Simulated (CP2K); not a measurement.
Crystal: Ge.

```
CELL_PARAMETERS angstrom
4.00068 0.00000 0.00000
2.00034 3.46469 0.00000
2.00034 1.15490 3.26654
ATOMIC_POSITIONS crystal
Ge 0.75000 0.75000 0.75000
Ge 0.50000 0.50000 0.50000
```

| Quantity | Value |
| --- | --- |
| Program | CP2K 2026.2 |
| Task | relaxation of cell and atoms |
| Functional | RPBE |
| Potentials or basis | POTENTIAL_UZH Ge GTH-PBE-q4; TZVP-MOLOPT-PBE-GTH basis |
| Density cutoff | 6123 eV |
| k mesh | 8 × 8 × 8 |
| Occupations | fermi-dirac, width 0.05 eV |
| Spin | no spin polarisation |

At the start: pressure 4.3 GPa; volume 22.64 Å³/atom.

Problem. Where does the relaxation end?

Solution. Over 6 steps the energy falls by 18.0 meV/atom and the volume is 24.17 Å³/atom (+6.8 %); space group R-3m (No. 166, to 0.05 Å).

Step by step:
```tsv
step	energy change (eV)	largest force (eV/Å)	volume (Å³)
1	0.0000	0.0000	45.28
2	-0.0036	0.0068	45.42
3	-0.0362	0.1173	48.10
4	-0.0361	0.1244	48.31
5	-0.0360	0.1252	48.34
6	-0.0360	0.1252	48.34
```

Final structure:
```
CELL_PARAMETERS angstrom
4.06964 0.00000 0.00000
2.00031 3.54431 0.00000
2.00031 1.15487 3.35100
ATOMIC_POSITIONS crystal
Ge 0.75000 0.75000 0.75000
Ge 0.50000 0.50000 0.50000
```

Caveat: the potentials were made for another functional, which shifts forces and pressure; the basis of atomic orbitals isn't converged, which shifts pressures, moduli and gaps; the real-space grid breaks the cell's symmetry a little.
